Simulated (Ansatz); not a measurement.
A 12-atom cell of SnO₂ built on monoclinic HfO2 (relaxed group Pbcn), relaxed with r2SCAN. It is orthorhombic, Pbcn (No. 60); conventional cell a = 4.731 Å, b = 5.745 Å, c = 5.238 Å, 11.86 Å³ an atom. Sn has 6 O at 2.03–2.11 Å; O has 3 Sn at 2.03–2.11 Å.

```cif
data_structure
_symmetry_space_group_name_H-M 'Pbcn'
_symmetry_Int_Tables_number 60
_cell_length_a 4.7307
_cell_length_b 5.7453
_cell_length_c 5.2378
_cell_angle_alpha 90.000
_cell_angle_beta 90.000
_cell_angle_gamma 90.000
_cell_volume 142.36
loop_
_atom_site_label
_atom_site_type_symbol
_atom_site_symmetry_multiplicity
_atom_site_Wyckoff_symbol
_atom_site_fract_x
_atom_site_fract_y
_atom_site_fract_z
_atom_site_occupancy
Sn1 Sn 4 c 0.00000 0.66512 0.75000 1
O1 O 8 d 0.72982 0.89235 0.57892 1
```

The questions ask for values computed with the PAW code Ansatz on this geometry. No magnetic order and no zero-point or thermal motion; the cell was built from a prototype and may be hypothetical.

(1) Is there a gap with PBE, and of what kind?

(2) What does PBE+SOC give for the gap (6×6×4 mesh)?

(3) Estimate the gap with r2SCAN on 6×6×4.

(4) How does the gap change from PBE to HSE06 (4×4×4)?

(5) How does the gap change from PBE to PBE0 (4×4×4)?

(6) Relaxed again with PBEsol, is the cell stable at the zone centre, and where do its optical modes lie?

(7) What do these levels agree on?

Answers

(1) PBE gives an indirect gap of 1.41 eV, from Γ–X (0.80 of the way from Γ) to Γ; the least direct gap is 1.43 eV at Γ. Least and direct gap differ so little that the kind isn't settled.

(2) With PBE+SOC the valence top lies at Γ–X (0.76 of the way from Γ) and the conduction bottom at Γ, 1.41 eV higher; the smallest vertical gap, at Γ, is 1.43 eV. The gap differs by 0.00 eV from PBE's.

(3) The r2SCAN gap is indirect, 2.07 eV (Γ–X (0.76 of the way from Γ) to Γ), below the direct gap of 2.09 eV at Γ. Least and direct gap differ so little that the kind isn't settled. The gap differs by +0.66 eV from PBE's.

(4) With HSE06 the gap is 3.13 eV and direct, at Γ. The gap differs by +1.72 eV from PBE's.

(5) With PBE0 the gap is 3.84 eV and direct, at Γ. The gap differs by +2.43 eV from PBE's.

(6) The zone-centre optical frequencies run from 136 to 713 cm⁻¹, none imaginary (the rest of the zone wasn't tested). The long-range field leaves the highest mode where it is. By the program's warning the force constants, and with them frequencies and ε⁰, aren't converged on this mesh.

(7) r2SCAN covers 38 % of the step from PBE to HSE06. For gaps to 0.1 eV, spin-orbit coupling (up to 0.01 eV here) can be left out. Direct and least gap lie within 0.04 eV at some levels, so the kind of gap isn't settled.

Only the levels marked +SOC include spin-orbit coupling.

Where an edge lies off the special points, it is a point of the mesh or the k point where a search put PBE's edge or least direct gap, reused for the other functionals, whose own edges may lie a little apart; PBE's own value is read along its path and can be a few hundredths of an eV high.

The meshes of the hybrids are coarse, so their gaps aren't converged to the digits shown.

For a response run the program warns that the ground state's bands aren't all converged, so ε∞ carries an extra error.
